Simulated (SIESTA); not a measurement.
CoO: single point with PBE

The system is CoO.

```
Co O
1.0
     1.60222    0.92504    2.56647
    -1.60222    0.92504    2.56647
     0.00000   -1.85008    2.56647
Co O
1 1
Direct
  0.01272 0.00224 0.98224
  0.74686 0.76643 0.74039
```

The cell comes from a database or a generator and needn't be the stable form of this composition.

The cell isn't the ideal one: atoms moved at random, drawn with an rms of 0.05 Å.

```yaml
Program: SIESTA 5.4.2
Task: single point
Functional: PBE
Potentials_or_basis: PseudoDojo 0.4 standard (PBE files)
Basis: DZP (energy shift 0.003 Ry; two zetas on semicore shells)
Grid_cutoff: 800 Ry
Energy_shift: 0.003 Ry
k_mesh: 10 × 10 × 10
Occupations: fermi-dirac, width 0.05 eV
Spin: collinear spin, ferromagnetic start
Starting_moments: "[2.0, 0.0] μB"
```

```json
{
  "Pressure": "1.9 GPa",
  "Largest force": "0.374 eV/Å",
  "Band gap on the k mesh": "none (metal or under the smearing width)",
  "Net moment": "2.86 μB per cell",
  "Site moments": "Co +2.46; O +0.40 μB"
}
```

Forces in eV/Å, atoms in the order of the input:
```
Co  -0.231 -0.100  0.274
O    0.232  0.102 -0.276
```

Stress tensor (GPa, compression positive):
```
 0.91  2.19  1.73
 2.19 -0.78  0.68
 1.73  0.68  5.57
```

Levels at points of the mesh, in eV from the Fermi level:
Spin up:
```
           k point  band 11  band 12  band 13  band 14  band 15  band 16
(0.00, 0.00, 0.00)     0.04     0.11     0.34     0.43    14.93    14.98
(0.50, 0.00, 0.00)    -2.35    -0.75    -0.73     5.84     7.13    14.89
(0.00, 0.50, 0.00)    -2.28    -0.53    -0.44     5.85     6.93    14.86
(0.50, 0.50, 0.00)    -1.91    -1.83    -1.64     5.27    10.39    12.39
(0.00, 0.00, 0.50)    -2.29    -0.59    -0.49     5.85     6.97    14.84
(0.50, 0.00, 0.50)    -1.89    -1.85    -1.64     5.27    10.39    12.39
(0.00, 0.50, 0.50)    -2.05    -1.69    -1.62     5.28    10.40    12.47
(0.50, 0.50, 0.50)    -2.34    -0.79    -0.68     5.81     7.35    14.59
```
Spin down:
```tsv
k point	band 8	band 9	band 10	band 11	band 12	band 13
(0.00, 0.00, 0.00)	-4.82	-0.45	-0.45	0.70	2.51	2.64
(0.50, 0.00, 0.00)	-4.61	-0.27	-0.19	0.05	1.58	1.59
(0.00, 0.50, 0.00)	-4.83	-0.28	-0.18	0.33	1.81	1.89
(0.50, 0.50, 0.00)	-4.46	-0.87	-0.07	0.12	0.88	0.91
(0.00, 0.00, 0.50)	-4.77	-0.30	-0.17	0.28	1.76	1.84
(0.50, 0.00, 0.50)	-4.43	-0.87	-0.07	0.13	0.89	0.90
(0.00, 0.50, 0.50)	-4.35	-0.89	-0.07	0.15	0.82	1.00
(0.50, 0.50, 0.50)	-4.67	-0.28	-0.13	0.07	1.55	1.65
```

Run time: 66 s on 1 thread of Intel(R) Xeon(R) 6975P-C (Granite Rapids) (shared host), peak memory 0.25 GiB.

Caveat: short orbitals over semicore shells can move pressures by several GPa; the basis of atomic orbitals isn't converged, which shifts pressures, moduli and gaps; a cell with one magnetic atom can't hold antiferromagnetic order, which such compounds often take; semilocal functionals often make such compounds metallic where correlation or magnetic order opens a gap, which also shifts bond lengths.
